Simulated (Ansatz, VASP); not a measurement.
BeS in VASP and in Ansatz

File INCAR:

```
PREC = Accurate
ENCUT = 520
EDIFF = 1E-6
ISMEAR = -1
SIGMA = 0.02
LREAL = F
LASPH = T
NELM = 100
ALGO = Normal
ISIF = 2
LWAVE = F
LCHARG = T
GGA = PE
LELF = T
LVHAR = T
NBANDS = 16
```

Contents of KPOINTS:

```
regular mesh
0
Gamma
  12 12 6
```

POSCAR

```
BeS
1.0
    3.4738283673      0.0000000000      0.0000000000
   -1.7369141836      3.0084236145      0.0000000000
    0.0000000000      0.0000000000      5.2552221102
Be S
2 2
Direct
    0.0000000000      0.0000000000      0.0000000000
    0.0000000000      0.0000000000      0.5000000000
    0.3333333333      0.6666666667      0.2500000000
    0.6666666667      0.3333333333      0.7500000000
```

Input for Ansatz:

```yaml
crystal:
  lattice:
    - [3.4738283673, 0.0, 0.0]
    - [-1.7369141836, 3.0084236145, 0.0]
    - [0.0, 0.0, 5.2552221102]
  atoms:
    - { symbol: Be, position: [0.0, 0.0, 0.0] }
    - { symbol: Be, position: [0.0, 0.0, 0.5] }
    - { symbol: S, position: [0.3333333333, 0.6666666667, 0.25] }
    - { symbol: S, position: [0.6666666667, 0.3333333333, 0.75] }
kpoints:
  mp_grid: { grid: [12, 12, 6] }
  band_path:
    path:
      - [0.0, 0.0, 0.0]
      - [0.5, 0.0, 0.0]
      - [0.3333333333, 0.3333333333, 0.0]
      - [0.0, 0.0, 0.5]
      - [0.5, 0.0, 0.5]
      - [0.3333333333, 0.3333333333, 0.5]
    npoints: 1
hamiltonian:
  xc: pbe
scf:
  occupations: { method: fermi_dirac, width: 0.02 }
  n_extra_bands: 5
output:
  forces: true
  stress: true
  eigenvalues: true
```

Change from the starting cell: biaxial_xy strain +5.3%.

Alike in both runs: task single point; functional PBE; k mesh 12 × 12 × 6; occupations fermi-dirac, width 0.02 eV; no spin polarisation.

|  | VASP | Ansatz |
| --- | --- | --- |
| version | VASP 6.6.1 | Ansatz 0.2.0 |
| potentials or method | VASP PAW PBE potentials, release 64 (Be, S) | plane waves, PAW |
| plane-wave cutoff (eV) | 520 | 420 |
| valence electrons in the cell | 16 | 16 |

Ansatz gave:

- gap on the k mesh at the Fermi level (eV): 1.23
- pressure (GPa): -9.2
- largest component of the traceless stress (GPa): 5.37

Which values does VASP return?

gap on the k mesh at the Fermi level (eV): 1.24; pressure (GPa): -9.3; largest component of the traceless stress (GPa): 5.36.

A k mesh can miss the band edges.
